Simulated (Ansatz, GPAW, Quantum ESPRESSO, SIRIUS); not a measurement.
Sn: 4 runs at one level of theory

```
CELL_PARAMETERS angstrom
-1.89465 1.89465 1.89465
1.89465 -1.89465 1.89465
1.89465 1.89465 -1.89465
ATOMIC_POSITIONS crystal
Sn 0.00000 0.00000 0.00000
```

This isn't the form of Sn at room conditions, which is tetragonal (white tin).

Alike in all runs: task single point; functional PBEsol; k mesh 10 × 10 × 10; occupations fermi-dirac, width 0.05 eV; no spin polarisation; no spin-orbit coupling. Pressure is positive in compression and, in plane waves, holds the error of the finite cutoff.

| program and potentials | plane-wave cutoff (eV) | notes | band gap (eV) | pressure (GPa) |
| --- | --- | --- | --- | --- |
| SIRIUS, PseudoDojo 0.4.1 PBEsol standard (scalar relativistic) | 983 | - | no gap | -2.09 |
| Quantum ESPRESSO, GBRV 1.5 PBEsol | 925 | - | no gap | -2.41 |
| Ansatz, all-electron LAPW, scalar-relativistic | - | - | no gap | -2.17 |
| GPAW, PAW data sets generated for this functional | 600 | - | no gap | -2.41 |

None finds a gap. The pressure spans -2.41 (GPAW, PAW data sets generated for this functional) to -2.09 GPa (SIRIUS, PseudoDojo 0.4.1 PBEsol standard (scalar relativistic)), with all-electron results at -2.17.

Differences between rows come from potentials, basis sets and numerical settings, since the functional is the same but for its coding. Runs on potential files found faulty are left out.

All four runs describe body-centred cubic tin as a metal under tension: at this volume the lattice would contract if released. The negative pressure has the same sign in every row, and the all-electron value of -2.17 GPa lies inside the spread, so the tension is unlikely to be an artefact of one potential. The cell is therefore larger than the PBEsol equilibrium for this structure, possibly because it was taken from a functional that favours longer bonds.

The missing gap follows from the packing. In grey tin, tetrahedral coordination lets the s and p valence electrons form directed bonds, with bonding and antibonding states that barely touch. The eightfold coordination of the body-centred cubic cell offers more neighbours than there are electron pairs to bind them, so the bonding is delocalised and broad s and p bands overlap at the Fermi level. Body-centred cubic tin is known as a high-pressure phase, and its tension here says nothing about its energy relative to white tin.
